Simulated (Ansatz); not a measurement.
System: Sb (honeycomb prototype, strained and with displaced atoms), 2 atoms in the cell.

```yaml
crystal:
  lattice:
    - [5.21382, 0.05479, 0.01894]
    - [-2.55947, 4.58343, -0.14055]
    - [0.02578, -0.20603, 7.26903]
  atoms:
    - { symbol: Sb, position: [0.29162, 0.80955, 0.59809] }
    - { symbol: Sb, position: [0.62277, 0.47125, 0.60196] }
```
Lattice in Å, positions in fractions of it.

Code and potentials: Ansatz all-electron LAPW. Settings of the plain PBE run: k-mesh 2×2×1 shifted by (0.5, 0.5, 0) steps; Fermi–Dirac smearing of 0.15 eV; no spin polarisation; no spin–orbit coupling.

Plain PBE gives:

| Item | Value |
| --- | --- |
| Pressure | -1.18 GPa |

```json
{"atom": "Sb1", "Fx (eV/Å)": "-0.689", "Fy (eV/Å)": "0.351", "Fz (eV/Å)": "0.012"}
{"atom": "Sb2", "Fx (eV/Å)": "0.689", "Fy (eV/Å)": "-0.351", "Fz (eV/Å)": "-0.012"}
```

Problem. What changes under PBE with spin–orbit coupling?

Solution. The pressure rises by 0.06 GPa to -1.12 GPa; the forces move by 90 meV/Å (rms):

```tsv
atom	Fx (eV/Å)	Fy (eV/Å)	Fz (eV/Å)
Sb1	-0.613	0.303	0.010
Sb2	0.613	-0.303	-0.010
```

The cell holds vacuum, so pressure and stress are averages over it and scale with its width. The k-mesh is coarse, so these values belong to this mesh and can lie far from the converged ones. The elements were drawn onto a prototype; most such cells aren't known phases.
